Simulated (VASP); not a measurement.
# GaSb (Immm) in VASP: further runs, part 2 of 2

VASP 6.6.1. The steps go on from the part before.

## (6) Single point, PBE, spin-orbit coupling, no magnetisation

INCAR reads:

```
SYSTEM = GaSb
ALGO = Normal ; EDIFF = 1E-7
ENCUT = 350 ; GGA = PE
GGA_COMPAT = .False. ; ISIF = 2
ISMEAR = 0 ; LASPH = .True.
LCHARG = .False. ; LNONCOLLINEAR = .True.
LORBIT = 11 ; LREAL = .False.
LSORBIT = .True. ; LWAVE = .False.
MAGMOM = 0 0 0 0 0 0 ; NBANDS = 34
NELM = 100 ; PREC = Accurate
SIGMA = 0.02
```

KPOINTS reads:

```
k-points
0
Gamma
  5 5 5
  0 0 0
```

POSCAR reads:

```
GaSb
1.0
   -1.5559010000      2.6750030000      2.8933130000
    1.5559010000     -2.6750030000      2.8933130000
    1.5559010000      2.6750030000     -2.8933130000
Sb Ga
1 1
Direct
    0.5000000000      0.5000000000      0.0000000000
    0.0000000000      0.0000000000      0.0000000000
```

Potentials or basis: VASP PAW PBE potentials, release 64 (Sb, Ga_d).

Command:

```
$ cat potpaw_PBE.64/Sb/POTCAR potpaw_PBE.64/Ga_d/POTCAR > POTCAR
$ mpirun -np 1 vasp_ncl > vasp.out
```

OUTCAR:

```text
SYSTEM = GaSb
   EDIFF = 1E-7
   ENCUT = 350
   GGA = PE
   ISIF = 2
   ISMEAR = 0
   LASPH = .True.
   LNONCOLLINEAR = .True.
   LORBIT = 11
   LREAL = .False.
   LSORBIT = .True.
   NELM = 100
   PREC = Accurate

 Found     27 irreducible k-points:

 Following reciprocal coordinates:
            Coordinates               Weight
  0.000000  0.000000  0.000000      1.000000
  0.200000  0.000000 -0.000000      4.000000
  0.400000  0.000000 -0.000000      4.000000
  0.000000  0.200000  0.000000      4.000000
  0.200000  0.200000  0.000000      8.000000
  0.400000  0.200000 -0.000000      8.000000
   k-points           NKPTS =     27   k-points in BZ     NKDIM =     27   number of bands    NBANDS=     34
   number of dos      NEDOS =    301   number of ions     NIONS =      2
   total plane-waves  NPLWV =  21952
   dimension x,y,z NGX =    28 NGY =   28 NGZ =   28
   dimension x,y,z NGXF=    56 NGYF=   56 NGZF=   56
   ions per type =               1   1
   NGX,Y,Z   is equivalent  to a cutoff of  10.99, 10.99, 10.99 a.u.
   NGXF,Y,Z  is equivalent  to a cutoff of  21.98, 21.98, 21.98 a.u.
 SYSTEM =  GaSb
   PREC   = accura    normal or accurate (medium, high low for compatibility)
   ISTART =      0    job   : 0-new  1-cont  2-samecut
   ICHARG =      2    charge: 1-file 2-atom 10-const
   ISPIN  =      1    spin polarized calculation?
   LNONCOLLINEAR =      T non collinear calculations
   LSORBIT =      T    spin-orbit coupling
   LASPH  =      T    aspherical Exc in radial PAW
   ENCUT  =  350.0 eV  25.72 Ry    5.07 a.u.   6.46  6.46  6.46*2*pi/ulx,y,z
   NELM   =    100;   NELMIN=  2; NELMDL= -5     # of ELM steps
   EDIFF  = 0.1E-06   stopping-criterion for ELM
   LREAL  =      F    real-space projection
   EDIFFG = 0.1E-05   stopping-criterion for IOM
   NSW    =      0    number of steps for IOM
   IBRION =     -1    ionic relax: 0-MD 1-quasi-New 2-CG
   NFREE  =      0    steps in history (QN), initial steepest desc. (CG)
   ISIF   =      2    stress and relaxation
   ISYM   =      2    0-nonsym 1-usesym 2-fastsym
   POTIM  = 0.5000    time-step for ionic-motion
   TEBEG  =    0.0;   TEEND  =   0.0 temperature during run
   PSTRESS=    0.0 pullay stress
   NELECT =      18.0000    total number of electrons
   NUPDOWN=      -1.0000    fix difference up-down
   EMIN   =  10.00;   EMAX   =-10.00  energy-range for DOS
   EFERMI =   0.00;   METHOD = LEGACY
   ISMEAR =     0;   SIGMA  =   0.02  broadening in eV -4-tet -1-fermi 0-gaus
   EFERMI_NEDOS =   21; number of points for ismear=-14 and -15
   IALGO  =     38    algorithm
   IMIX   =      4    mixing-type and parameters
     AMIX     =   0.40;   BMIX     =  1.00
     AMIX_MAG =   1.60;   BMIX_MAG =  1.00
  volume/ion in A,a.u.               =      24.08       162.53
  Fermi-wavevector in a.u.,A,eV,Ry     =   1.179176  2.228319 18.918287  1.390455
  Thomas-Fermi vector in A             =   2.315491
   LORBIT       =     11    0 simple, 1 ext, 2 COOP (PROOUT), +10 PAW based schemes
   GGA     = PE    functional components
   LHFCALC =     F    Hartree Fock is set to
   AEXX    =    0.0000 exact exchange contribution
   IVDW    =     0    specifies the selected vdW correction
   LEPSILON=     F    determine dielectric tensor
   LRPA    =     F    only Hartree local field effects (RPA)
 Gauss-broadening in eV      SIGMA  =   0.02
  energy-cutoff  :      350.00
  volume of cell :       48.17
 maximum number of plane-waves:      1458
 NGX is ok and might be reduce to    28
   NGX = 13   NGY = 13   NGZ = 13

 number of electron      17.9999986 magnetization      -0.0000000     -0.0000000     -0.0000000

 number of electron      17.9999986 magnetization       0.0000000      0.0000000      0.0000000

 Free energy of the ion-electron system (eV)
  ---------------------------------------------------
  ext. energy  EPLUGINS =         0.00000000
  ---------------------------------------------------
  free energy    TOTEN  =        -6.94796177 eV

  energy without entropy =       -6.94734259  energy(sigma->0) =       -6.94765218

 E-fermi :   6.5073     XC(G=0): -10.2531

 val. band max:        6.5006537959   @ k =  -0.2000  -0.4000   0.2000
 cond. band min:       6.6351854815   @ k =   0.0000   0.2000   0.0000
 fundamental gap:      0.1345316856
 Fermi energy:         6.5073460585

 k-point     1 :       0.0000    0.0000    0.0000
  band No.  band energies     occupation
      1      -8.5023      1.00000
      2      -8.5023      1.00000
      3      -8.4686      1.00000
      4      -8.4686      1.00000
      5      -8.0529      1.00000
      6      -8.0529      1.00000
[... 187 lines left out ...]
     29      17.8886      0.00000
     30      17.8886      0.00000

 [... further k-points ...]

 [bands above 30 left out]

------------------------ aborting loop because EDIFF is reached ----------------------------------------

  FORCE on cell =-STRESS in cart. coord.  units (eV):
  Direction    XX          YY          ZZ          XY          YZ          ZX
  --------------------------------------------------------------------------------------
  -------------------------------------------------------------------------------------
  Total        0.8634528     -0.5406389     -0.3049476      0.0000000      0.0000000      0.0000000
  in kB       28.7202040    -17.9827554    -10.1431800      0.0000000      0.0000000      0.0000000
  external PRESSURE =       0.1980895 kB  Pullay stress =       0.0000000 kB

 VOLUME and BASIS-vectors are now :
 -----------------------------------------------------------------------------
  energy-cutoff  :      350.00
  volume of cell :       48.17
      direct lattice vectors                 reciprocal lattice vectors
    -1.555901000  2.675003000  2.893313000     0.000000000  0.186915678  0.172812274
     1.555901000 -2.675003000  2.893313000     0.321357207  0.000000000  0.172812274
     1.555901000  2.675003000 -2.893313000     0.321357207  0.186915678  0.000000000

 POSITION                                       TOTAL-FORCE (eV/Angst)
 -----------------------------------------------------------------------------------
      0.00000      0.00000      2.89331         0.000000      0.000000      0.000000
      0.00000      0.00000      0.00000        -0.000000     -0.000000     -0.000000
 -----------------------------------------------------------------------------------
    total drift:                                0.000000     -0.000000     -0.000000

  FREE ENERGIE OF THE ION-ELECTRON SYSTEM (eV)
  ---------------------------------------------------
  free  energy   TOTEN  =        -6.9479617704 eV

  energy  without entropy=       -6.9473425931  energy(sigma->0) =       -6.94765218

 Spin-Orbit-Coupling matrix elements

 Ion:    1  E_soc:     -0.1386788
 l=   1
     0.0000000    -0.0245697    -0.0224976
    -0.0245697     0.0000000    -0.0218210
    -0.0224976    -0.0218210     0.0000000
 l=   2
     0.0000000    -0.0000250     0.0000000    -0.0000199    -0.0001490
    -0.0000250     0.0000000    -0.0000815    -0.0000163    -0.0000277
     0.0000000    -0.0000815     0.0000000    -0.0000983     0.0000000
    -0.0000199    -0.0000163    -0.0000983     0.0000000    -0.0000334
    -0.0001490    -0.0000277     0.0000000    -0.0000334     0.0000000
 l=   3
     0.0000000     0.0000000     0.0000000     0.0000000     0.0000000     0.0000000     0.0000000
     0.0000000     0.0000000     0.0000000     0.0000000     0.0000000     0.0000000     0.0000000
     0.0000000     0.0000000     0.0000000     0.0000000     0.0000000     0.0000000     0.0000000
     0.0000000     0.0000000     0.0000000     0.0000000     0.0000000     0.0000000     0.0000000
     0.0000000     0.0000000     0.0000000     0.0000000     0.0000000     0.0000000     0.0000000
     0.0000000     0.0000000     0.0000000     0.0000000     0.0000000     0.0000000     0.0000000
     0.0000000     0.0000000     0.0000000     0.0000000     0.0000000     0.0000000     0.0000000

 Ion:    2  E_soc:     -0.0112394
 l=   1
     0.0000000    -0.0011884    -0.0009803
    -0.0011884     0.0000000    -0.0010434
    -0.0009803    -0.0010434     0.0000000
 l=   2
     0.0000000    -0.0001597     0.0000000    -0.0001606    -0.0006598
    -0.0001597     0.0000000    -0.0004572    -0.0001701    -0.0001611
     0.0000000    -0.0004572     0.0000000    -0.0004724     0.0000000
    -0.0001606    -0.0001701    -0.0004724     0.0000000    -0.0001666
    -0.0006598    -0.0001611     0.0000000    -0.0001666     0.0000000
 l=   3
     0.0000000     0.0000000     0.0000000     0.0000000     0.0000000     0.0000000     0.0000000
     0.0000000     0.0000000     0.0000000     0.0000000     0.0000000     0.0000000     0.0000000
     0.0000000     0.0000000     0.0000000     0.0000000     0.0000000     0.0000000     0.0000000
     0.0000000     0.0000000     0.0000000     0.0000000     0.0000000     0.0000000     0.0000000
     0.0000000     0.0000000     0.0000000     0.0000000     0.0000000     0.0000000     0.0000000
     0.0000000     0.0000000     0.0000000     0.0000000     0.0000000     0.0000000     0.0000000
     0.0000000     0.0000000     0.0000000     0.0000000     0.0000000     0.0000000     0.0000000

 total charge

# of ion       s       p       d       tot
------------------------------------------
    1        1.197   1.148   0.038   2.382
    2        1.031   0.513   9.952  11.496
--------------------------------------------------
tot          2.227   1.661   9.990  13.878

 magnetization (x)

# of ion       s       p       d       tot
------------------------------------------
    1        0.000   0.000   0.000   0.000
    2       -0.000   0.000   0.000  -0.000
--------------------------------------------------
tot         -0.000   0.000   0.000  -0.000

 magnetization (y)

# of ion       s       p       d       tot
------------------------------------------
    1        0.000   0.000   0.000   0.000
    2        0.000   0.000   0.000   0.000
--------------------------------------------------
tot          0.000   0.000   0.000   0.000

 magnetization (z)

# of ion       s       p       d       tot
------------------------------------------
    1        0.000   0.000   0.000   0.000
    2        0.000   0.000   0.000   0.000
--------------------------------------------------
tot          0.000   0.000   0.000   0.000
```

OSZICAR:

```text
N       E                     dE             d eps       ncg     rms          rms(c)
DAV:   1     0.104826868740E+03    0.10483E+03   -0.62853E+03  2030   0.112E+03
DAV:   2     0.647419115102E+01   -0.98353E+02   -0.93339E+02  1924   0.315E+02
DAV:   3    -0.657284236138E+01   -0.13047E+02   -0.12790E+02  2292   0.876E+01
DAV:   4    -0.695413274652E+01   -0.38129E+00   -0.38054E+00  2108   0.164E+01
DAV:   5    -0.696315503726E+01   -0.90223E-02   -0.90205E-02  2568   0.247E+00    0.266E+00
DAV:   6    -0.695039208453E+01    0.12763E-01   -0.27270E-02  2398   0.249E+00    0.151E+00
DAV:   7    -0.694814457656E+01    0.22475E-02   -0.58239E-03  2592   0.749E-01    0.892E-01
DAV:   8    -0.694793731939E+01    0.20726E-03   -0.12193E-03  2338   0.278E-01    0.844E-02
DAV:   9    -0.694795460020E+01   -0.17281E-04   -0.25242E-04  2444   0.207E-01    0.327E-02
DAV:  10    -0.694796173869E+01   -0.71385E-05   -0.23163E-05  2016   0.379E-02    0.597E-03
DAV:  11    -0.694796239400E+01   -0.65531E-06   -0.19327E-06  2250   0.115E-02    0.289E-03
DAV:  12    -0.694796209689E+01    0.29711E-06   -0.13878E-07  1832   0.309E-03    0.145E-03
DAV:  13    -0.694796186467E+01    0.23221E-06   -0.20121E-08  1152   0.157E-03    0.346E-04
DAV:  14    -0.694796175992E+01    0.10475E-06   -0.93774E-09  1088   0.885E-04    0.200E-04
DAV:  15    -0.694796177037E+01   -0.10446E-07   -0.25855E-09  1090   0.579E-04
   1 F= -.69479618E+01 E0= -.69476522E+01  d E =-.619177E-03  mag=     0.0000     0.0000     0.0000
```

Wall time 76 s (1 thread of Intel Xeon Platinum 8259CL at 2.50GHz (Skylake/Cascade Lake), shared host); peak memory 0.25 GiB.

The run converged, but some of its settings lie outside the range that counts as converged, so its numbers aren't taken as properties of the crystal.

Results:

```
Free energy                                           : -6.9480 eV
Pressure                                              : 0.0 GPa
Valence electrons inside the program's atomic spheres : Sb 2.38; Ga 11.50
```

Caveat: the k mesh is coarse (spacing up to 0.47 Å⁻¹), so the values aren't converged; the cutoff is under 1.25 times the usual one of these potentials, so pressure, stress and relaxed cells hold a basis-set (Pulay) error.
